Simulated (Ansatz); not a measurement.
# How much does Sb in Rh(111), 2x2 scatter?

Wanted: the reflection from a plane of defects, Sb in Rh(111), 2x2, and the resistivity it implies.

Program: Ansatz 0.2.0. Level of theory: Ansatz plane-wave DFT, PBE, PAW files; ballistic transport by layer matching (Landauer), zero bias; PAW set soft_1. Results are calculated unless marked as measured.

## (1) Starting point

The cell holds 44 atoms: 43 Rh and 1 Sb. Its edges and angles: a = 5.378 Å, b = 5.378 Å, c = 24.203 Å, α = 86.8°, β = 93.2°, γ = 120.0°. It derives from Rh. Regions: lead, 24 atoms (24 Rh); scattering region, 20 atoms (19 Rh and 1 Sb). The structure is stacked along c, and the current runs across the ab planes.

## (2) Transmission at ideal sites

The defect sits in one plane of the supercell, all atoms on ideal sites; the layers about the cell's end are the lead. The mesh across the current, 12×12, is finer than the density's, because channels open and close sharply across the zone. Energies from -0.1 to 0.1 eV in steps of 0.05 eV are too few for the program's thermal sum, so it prints no conductance; for a metal the transmission near the Fermi level serves, at a fraction of the cost.

Input file input.yaml:

```yaml
crystal:
  lattice:
    - [5.3783955991, 0.0, 0.0]
    - [-2.6891977995, 4.6578272204, 0.0]
    - [-1.3445988998, 0.7763045367, 24.1529288963]
  atoms:
    - { symbol: Rh, position: [0.0075757576, 0.9924242424, 0.0454545455] }
    - { symbol: Rh, position: [0.0075757576, 0.4924242424, 0.0454545455] }
    - { symbol: Rh, position: [0.5075757576, 0.9924242424, 0.0454545455] }
    - { symbol: Rh, position: [0.5075757576, 0.4924242424, 0.0454545455] }
    - { symbol: Rh, position: [0.1893939394, 0.3106060606, 0.1363636364] }
    - { symbol: Rh, position: [0.1893939394, 0.8106060606, 0.1363636364] }
    - { symbol: Rh, position: [0.6893939394, 0.3106060606, 0.1363636364] }
    - { symbol: Rh, position: [0.6893939394, 0.8106060606, 0.1363636364] }
    - { symbol: Rh, position: [0.3712121212, 0.1287878788, 0.2272727273] }
    - { symbol: Rh, position: [0.3712121212, 0.6287878788, 0.2272727273] }
    - { symbol: Rh, position: [0.8712121212, 0.1287878788, 0.2272727273] }
    - { symbol: Rh, position: [0.8712121212, 0.6287878788, 0.2272727273] }
    - { symbol: Rh, position: [0.053030303, 0.946969697, 0.3181818182] }
    - { symbol: Rh, position: [0.053030303, 0.446969697, 0.3181818182] }
    - { symbol: Rh, position: [0.553030303, 0.946969697, 0.3181818182] }
    - { symbol: Rh, position: [0.553030303, 0.446969697, 0.3181818182] }
    - { symbol: Rh, position: [0.2348484848, 0.2651515152, 0.4090909091] }
    - { symbol: Rh, position: [0.2348484848, 0.7651515152, 0.4090909091] }
    - { symbol: Rh, position: [0.7348484848, 0.2651515152, 0.4090909091] }
    - { symbol: Rh, position: [0.7348484848, 0.7651515152, 0.4090909091] }
    - { symbol: Sb, position: [0.4166666667, 0.0833333333, 0.5] }
    - { symbol: Rh, position: [0.4166666667, 0.5833333333, 0.5] }
    - { symbol: Rh, position: [0.9166666667, 0.0833333333, 0.5] }
    - { symbol: Rh, position: [0.9166666667, 0.5833333333, 0.5] }
    - { symbol: Rh, position: [0.0984848485, 0.9015151515, 0.5909090909] }
    - { symbol: Rh, position: [0.0984848485, 0.4015151515, 0.5909090909] }
    - { symbol: Rh, position: [0.5984848485, 0.9015151515, 0.5909090909] }
    - { symbol: Rh, position: [0.5984848485, 0.4015151515, 0.5909090909] }
    - { symbol: Rh, position: [0.2803030303, 0.2196969697, 0.6818181818] }
    - { symbol: Rh, position: [0.2803030303, 0.7196969697, 0.6818181818] }
    - { symbol: Rh, position: [0.7803030303, 0.2196969697, 0.6818181818] }
    - { symbol: Rh, position: [0.7803030303, 0.7196969697, 0.6818181818] }
    - { symbol: Rh, position: [0.4621212121, 0.0378787879, 0.7727272727] }
    - { symbol: Rh, position: [0.4621212121, 0.5378787879, 0.7727272727] }
    - { symbol: Rh, position: [0.9621212121, 0.0378787879, 0.7727272727] }
    - { symbol: Rh, position: [0.9621212121, 0.5378787879, 0.7727272727] }
    - { symbol: Rh, position: [0.1439393939, 0.8560606061, 0.8636363636] }
    - { symbol: Rh, position: [0.1439393939, 0.3560606061, 0.8636363636] }
    - { symbol: Rh, position: [0.6439393939, 0.8560606061, 0.8636363636] }
    - { symbol: Rh, position: [0.6439393939, 0.3560606061, 0.8636363636] }
    - { symbol: Rh, position: [0.3257575758, 0.1742424242, 0.9545454545] }
    - { symbol: Rh, position: [0.3257575758, 0.6742424242, 0.9545454545] }
    - { symbol: Rh, position: [0.8257575758, 0.1742424242, 0.9545454545] }
    - { symbol: Rh, position: [0.8257575758, 0.6742424242, 0.9545454545] }
kpoints:
  mp_grid: { grid: [5, 5, 1] }
hamiltonian:
  xc: pbe
  pseudopotentials: { kind: paw, azcp: { folder: soft_1 } }
scf:
  occupations: { method: fermi_dirac, width: 0.1 }
output:
  transmission: { leads: [[0, 4]], kmesh: [12, 12], e_range: [-0.1, 0.1], de: 0.05 }
  write_potential: true
  write_density: true
  volumetric_format: npy
  elf: true
```

Command:

```bash
$ ansatz run input.yaml --threads 4 --pin off --max-ram 15360MiB --backend cpu --events-out ev --progress --plain --runs-dir out
```

Numbers of over 12 decimals in the logs are rounded to 6 here.

Output:

```text
Engine: ansatz 0.2.0, aarch64-unknown-linux-gnu
Pseudopotentials: kind: paw
Pseudopotential: Rh, paw, valence charge 17, recommended cutoff 420 eV (normal), soft_1/Rh.paw.azcp
Pseudopotential: Sb, paw, valence charge 15, recommended cutoff 420 eV (normal), soft_1/Sb.paw.azcp
Functional definition: PBE
  parameter kappa = 0.804
  parameter beta = 0.066725
  exchange = pbe_x(kappa = kappa, mu = beta*pi^2/3)
  correlation = pbe_c(beta = beta)
Crystal: 44 atoms, lattice volume = 605.070 Å³
Basis set: ecut = 420 eV, 11741 PW (Γ)
Bands: 448, of which v1, the nominal top of the filled ones, is band 373 counted from 1 (372 counted from 0)
Symmetry: 4 space group operations
Space group: C2/m (ITA 12), of the structure as read, at distance tolerance 8.5e-5 Å
k-points: 9 of 25
Non-local potential: Rh, projectors of the file, l = 0: 3, l = 1: 2, l = 2: 2, l = 3: 1
Non-local potential: Sb, projectors of the file, l = 0: 2, l = 1: 2, l = 2: 2, l = 3: 1
PAW form: soft (Blöchl's): semilocal exchange-correlation on the pseudo side does not see the compensation charge
PAW one-centre angular grid: Rh, 590 points (default); XC on 64 Gauss nodes
PAW one-centre angular grid: Sb, 590 points (default); XC on 64 Gauss nodes
Initial density: superposition of atomic densities (chi_scale 0.1, normalization cell, long waves 1 % of neutral atoms (reshape's long-wave potential 1.01 eV rms, cloud 2.81 Å wide))
Initial wavefunctions: pseudopotential atomic-orbital guess
Functional: x = pbe(κ = 0.804, μ = 0.219515), c = pbe(β = 0.066725)
SCF iter   1: F=—  HF=-281856.745628 eV  |F-HF|=—  |Δ(HF+E_count)|=         —  Δρ=1.72e-1  dr2=4.73e3  ethr=3.10e-3  ⟨swp⟩=4.9  Hψ=12460  notcnv=0  defer=89
preconditioner: auto → Kerker (q_TF=auto, 2.825 Å⁻¹)  [metal: Δε(μ)=0.004 eV  Ē_g=6.721 eV  σ=0.100 eV  W_gap=0.01  n_scr=244 (ndim 8)  ℏωp=29.9 eV  f_vac=0.000  D(μ)=52.93/eV (n_scr^D=642)]
SCF iter   2: F=—  HF=-281823.843231 eV  |F-HF|=—  |Δ(HF+E_count)|=    3.29e1  Δρ=7.93e-2  dr2=1.46e3  ethr=3.10e-3  ⟨swp⟩=2.0  Hψ=7128  notcnv=0  defer=222
SCF iter   3: F=—  HF=-281813.507363 eV  |F-HF|=—  |Δ(HF+E_count)|=    1.03e1  Δρ=3.15e-2  dr2=2.36e1  ethr=3.10e-3  ⟨swp⟩=2.0  Hψ=6659  notcnv=0  defer=231
SCF iter   4: F=—  HF=-281812.448635 eV  |F-HF|=—  |Δ(HF+E_count)|=    1.06e0  Δρ=1.93e-2  dr2=6.00e1  ethr=3.10e-3  ⟨swp⟩=2.0  Hψ=4805  notcnv=0  defer=238  recentre
SCF iter   5: F=—  HF=-281812.126419 eV  |F-HF|=—  |Δ(HF+E_count)|=   3.22e-1  Δρ=2.70e-3  dr2=1.76e0  ethr=3.10e-3  ⟨swp⟩=1.0  Hψ=3794  notcnv=0  defer=238
SCF iter   6: F=—  HF=-281812.103153 eV  |F-HF|=—  |Δ(HF+E_count)|=   2.33e-2  Δρ=1.31e-3  dr2=4.56e-2  ethr=2.36e-4  ⟨swp⟩=1.2  Hψ=4377  notcnv=0  defer=238
SCF iter   7: F=—  HF=-281812.100908 eV  |F-HF|=—  |Δ(HF+E_count)|=   2.24e-3  Δρ=2.28e-4  dr2=2.37e-3  ethr=6.12e-6  ⟨swp⟩=1.9  Hψ=3831  notcnv=0  defer=238
SCF iter   8: F=—  HF=-281812.100901 eV  |F-HF|=—  |Δ(HF+E_count)|=   7.54e-6  Δρ=6.59e-5  dr2=2.28e-4  ethr=3.17e-7  ⟨swp⟩=2.0  Hψ=4027  notcnv=0  defer=238
SCF iter   9: F=—  HF=-281812.100880 eV  |F-HF|=—  |Δ(HF+E_count)|=   2.13e-5  Δρ=1.58e-5  dr2=1.98e-5  ethr=3.06e-8  ⟨swp⟩=1.4  Hψ=3810  notcnv=0  defer=238
SCF iter  10: F=—  HF=-281812.103580 eV  |F-HF|=—  |Δ(HF+E_count)|=   2.70e-3  Δρ=5.94e-6  dr2=1.72e-6  ethr=2.66e-9  ⟨swp⟩=2.0  Hψ=4035  notcnv=0  defer=238
SCF iter  11: F=-281812.103580 eV  HF=-281812.103580 eV  |F-HF|=8.98e-8  |Δ(HF+E_count)|=   5.70e-9  Δρ=1.26e-6  dr2=9.35e-8  ethr=1.34e-11  ⟨swp⟩=8.1  Hψ=13030  notcnv=0
SCF 1 converged in 11 iterations: F = -281812.103580 eV  dr2 = 9.35e-8
  greatest PAW one-centre occupation: 1.000 electrons in one spin orbital (limit 2), on the Rh atom at site 35 (counted from 0), in its partial waves of l = 0
transmission: 184 of 1806 steps passed
transmission: 364 of 1806 steps passed
[...]
transmission: 1806 of 1806 steps passed
SCF converged after 11 iterations
Free energy (F): -281812.103580 eV
Harris-Foulkes:  -281812.103580 eV  (|F-HF|=8.98e-8)
Internal energy: -281810.235579 eV  (E = F + TS)
E sigma→0 (E₀):  -281811.169579 eV
Entropy (-TS):   -1.868001 eV (-42.455 meV/atom)
Fermi energy:    22.516714 eV
--- Per-component energies (eV) ---
  E_band       = -3567.886571
  E_kinetic    = 23302.473996
  E_local      = -64245.889159  (includes V_loc(G=0)·N_el)
  E_nonlocal   = 13218.088786
  E_hartree    = 23976.183022
  E_xc         = -8790.096528
  E_vxc        = -10999.421327  (∫ρ·V_xc dr)
  E_paw        = -159495.248137  (= ΣΔE_a)
  E_vpaw       = -12795.493519  (= ΣTr[D̂ρ^β])
  E_aug_tail   = 0.003275  (compensation charges beyond the density's cutoff)
  E_ewald      = -109775.750834
  E_smearing   = -1.868001  (= −TS)
  E_closure    = -0.000000  (closes the sum)
  Σ components = -281812.103580   (vs F -281812.103580, Δ=0.00e0)
--- Band table (eV; the first three rows and the last of 9) ---
  k-point 0: bands = [... 369 lower, 23.0816, 23.0845, 23.0846, 23.0925, 23.1004, 23.1005, 23.1060, 23.1089, ... 71 higher]
  k-point 1: bands = [... 369 lower, 22.7049, 22.7188, 22.7300, 22.7662, 22.7750, 22.8122, 22.8256, 22.8353, ... 71 higher]
  k-point 2: bands = [... 369 lower, 21.9235, 21.9765, 22.0374, 22.0877, 22.2180, 22.2401, 22.3063, 22.3261, ... 71 higher]
  k-point 8: bands = [... 369 lower, 21.9734, 22.0216, 22.0319, 22.0704, 22.1053, 22.1549, 22.1887, 22.2607, ... 71 higher]
--- Transmission ---
  basis      : 211 plane waves across, 42 finite elements along
  points     : 43, standing for a mesh of 12 x 12
  energies   : 5 from -0.100000 to 0.100000 eV about the Fermi level, 0.050000 eV apart; the leads are filled to 0.000000 eV, and channels, transmission and decay are at 0.000000 eV
  crystal 0  : Rh4, at the sites [0, 4], period 2.1957 Å, over 21.96 Å; its Hamiltonian steps by up to 3.7 meV
    offset         : up to 0.0000 Å between an atom of the period and one for which it stands
    channels       : 7.041667e0 a spin
    conductance    : none, the energies end too early or step too widely for 300 K: set another output.transmission.e_range or a lower de, or, where they end at an eighth of basis.ecutwfc, a higher one
  junction   : crystal 0 to crystal 0, 0.70 to 22.66 Å
    transmission   : 4.551687e0 a spin
    conductance    : none, the energies end too early or step too widely for 300 K: set another output.transmission.e_range or a lower de, or, where they end at an eighth of basis.ecutwfc, a higher one
```

Elapsed: 7.7 min, on 4 threads of Arm Neoverse V1, shared host; peak memory 5.2 GiB.

Numbers from this step:

| Quantity | Value |
| --- | --- |
| free energy | -281812.1036 eV |
| energy at zero smearing | -281811.1696 eV |
| Fermi energy | 22.52 eV |
| cell area | 25.05 Å² |
| transmission per spin nearest the Fermi level | 4.552 |
| open channels per spin nearest the Fermi level | 7.042 |
| step of the lead's potential | 3.7 meV |

Per spin. The transmission, zone mean by energy, zero at the Fermi level:

```
energy (eV)  transmission, zone mean
    -0.1000                     4.53
    -0.0500                     4.49
     0.0000                     4.55
     0.0500                     4.70
     0.1000                     4.74
```

Per spin. The open channels, zone mean, lead by energy, zero at the Fermi level:

```
energy (eV)  open channels, zone mean, lead
    -0.1000                            7.04
    -0.0500                            6.88
     0.0000                            7.04
     0.0500                            7.33
     0.1000                            7.47
```

Transmission over k1 and k2. At 0.0000 eV from the Fermi level.

Ten even steps from '0' (3.04) to '9' (7.79):
```
222222222222
122323221202
323533532322
122344432212
223346643322
222546964522
222334664332
121223444322
322323533532
120212232322
222222222222
221312221312
```
Columns: k1 (b1) from -0.5 to 0.417; rows upwards: k2 (b2) from -0.5 to 0.417.

Open channels over k1 and k2. At 0.0000 eV from the Fermi level.

Ten even steps from '_' (6.0) to '@' (12.0):
```
______....________----__
______..__..______--__--
--....++----++....------
__..__----------__..____
____..----++++----..____
______++--++@@++--++____
______..----++++----..__
______..__----------__..
--------....++----++....
__--__--______..__..____
____----________....____
______--__________--____
```
Columns: k1 (b1) from -0.5 to 0.417; rows upwards: k2 (b2) from -0.5 to 0.417.

Electrostatic potential energy in the ca plane at fractional y = 0.083, with atoms of Sb and Rh within 0.2 Å of it. With pseudopotentials it is smooth inside the atoms' cores, unlike the true potential.

Values in eV, 8 rows by 16 columns, each cell a mean:
```
 16 -33   2  21  23  24  23 -16 -39  18  23  24  21  18 -32  -4
 14 -38   2  18  21  21  20   2 -11  20  14  20  -5  16  12  20
 22   9  19  -8   7  12  10  20  17  18   4  18 -14  14  12  18
 23  13  19  -4  11  17  16   5  -7  17  18  23  17  18 -32  -7
 16 -33   2  21  23  24  21  -7 -17  15  23  24  21  18 -32  -4
 14 -38   2  18  21  21  19   2  -7  18  14  20  -5  16  13  20
 22   9  19  -8   7  12  10  20  17  18   4  18 -14  14  12  18
 23  14  19  -4  11  17  17   7 -11  20  18  23  17  18 -31  -7
```
Columns run along c (16.0 Å, from fractional 0.17 to 0.83 of the cell; values clipped at the 3rd and 97th percentile), rows up along a (5.4 Å). Atoms in or near the plane, at fractional coordinates: Sb at (0.50, 0.42), Rh at (0.50, 0.92).

Valence density in the ca plane at fractional y = 0.083, with atoms of Sb and Rh within 0.2 Å of it. It is the smooth field of the valence electrons, not physical close to the nuclei.

Values in units of 1e0 e/Å³, 8 rows by 16 columns, each cell a mean:
```
0.6 6.3 1.6 0.4 0.2 0.2 0.3 4.1 8.7 0.5 0.3 0.2 0.4 0.5 6.1 2.3
0.7 7.2 1.7 0.5 0.3 0.3 0.4 1.7 3.1 0.4 0.6 0.4 1.9 0.6 0.8 0.4
0.3 1.0 0.4 2.1 1.1 0.7 0.8 0.3 0.4 0.5 1.1 0.5 2.5 0.6 0.8 0.5
0.3 0.7 0.4 1.8 0.9 0.5 0.5 1.0 2.3 0.4 0.4 0.3 0.5 0.5 6.2 2.6
0.6 6.2 1.6 0.4 0.3 0.2 0.3 3.5 8.2 0.4 0.3 0.2 0.4 0.5 6.1 2.3
0.7 7.2 1.7 0.5 0.3 0.3 0.4 1.2 2.3 0.4 0.6 0.4 1.9 0.6 0.7 0.4
0.3 1.0 0.4 2.1 1.1 0.7 0.8 0.3 0.4 0.4 1.0 0.5 2.5 0.6 0.8 0.5
0.3 0.6 0.4 1.8 0.9 0.5 0.5 1.3 2.9 0.4 0.4 0.3 0.5 0.5 6.1 2.6
```
Columns run along c (16.0 Å, from fractional 0.17 to 0.83 of the cell), rows up along a (5.4 Å). Atoms in or near the plane, at fractional coordinates: Sb at (0.50, 0.42), Rh at (0.50, 0.92).

ELF in the ca plane at fractional y = 0.083, with atoms of Sb and Rh within 0.2 Å of it. It is the smooth field of the valence electrons, not physical close to the nuclei.

Ten even steps from '0' (0.04) to '9' (0.74), each cell a mean:
```
32478742222222223332599962333222223332589962
32589952333222223332589952332222222222367642
32589852322222222232467632223222245432233322
32466532234422233322234322234323357642322222
22233222367533234422334433244322356632233322
22222232467532234323443444233322233322367742
22234322344422222234421134322222222232589962
32477742222222223344300024433222222332589862
32589852333222223344300034432222222222367642
32589852322222222234421244323222245432233322
32467532234422233323444443234323357642322222
22233222367532234422333332244323356632223322
22223232467532234322234422233222233322367742
22233322344422222222378742322222222232589962
```
Columns run along c (16.0 Å, from fractional 0.17 to 0.83 of the cell), rows up along a (5.4 Å). Atoms in or near the plane, at fractional coordinates: Sb at (0.50, 0.42), Rh at (0.50, 0.92).

Over the solved energies the transmission per spin lies between 4.49 and 4.74, out of 7.15 channels of the lead on average (up to 7.47).

## (3) Resistance at ideal sites

This step: Ansatz plane-wave DFT, PBE, PAW files; ballistic transport by layer matching (Landauer), zero bias; area resistance of the defect plane and resistivity an atomic per cent; PAW set soft_1 (Ansatz 0.2.0).

Numbers from this step:

```
area resistance                                                                                 : 0.2495 fΩ m²
T over the leads' mean channel count                                                            : 0.6466
resistivity per at.% scaled from this dense plane, with the factor 3/4 for isotropic scattering : 3.409 µΩ cm
```

Averaged over the energies near the Fermi level, 64.7 % of the channels pass, which makes 0.249 fΩ m².

By hand, with T and the leads' channels N averaged over the energies near the Fermi level: RA = A (h/2e²)(1/T − 1/N) = 25.05×10⁻²⁰ m² × 12 906 Ω × (1/4.580 − 1/7.083) = 0.249 fΩ m². Per atomic per cent: RA × A / V_atom × 0.01 × 3/4 = 3.41 µΩ cm, with the host's V_atom = 13.75 Å³.

## (4) What came out

* share of channels that pass, rigid: 0.647
* area resistance, rigid: 0.249 fΩ m²
* resistivity per at.% from the area resistance, times 3/4, rigid: 3.41 µΩ cm

The plane of defects adds 0.25 fΩ m². Scaled to one atomic per cent that is 4.5 µΩ cm as it stands and 3.4 with the factor 3/4 for isotropic scattering on a spherical Fermi surface; with the reflection in place of the resistance taken as linear in the density it would be 2.2. These are rough estimates of the dilute value, not bounds. One Sb in each 2x2 cell reflects 35 % of the lead's channels. The defects form a dense periodic sheet that scatters coherently, unlike a dilute random alloy. T and N are means over the solved energies nearest the Fermi level.

[Logs are printed without paths, hosts, clocks, repeated set-up lines and the standing remarks that a program may print on its own settings, such as how far it seeks lower states.]

[Hosts, paths, dates, database ids (printed as entryN), source tags and the programs' standing remarks are cut or masked in the printed files.]
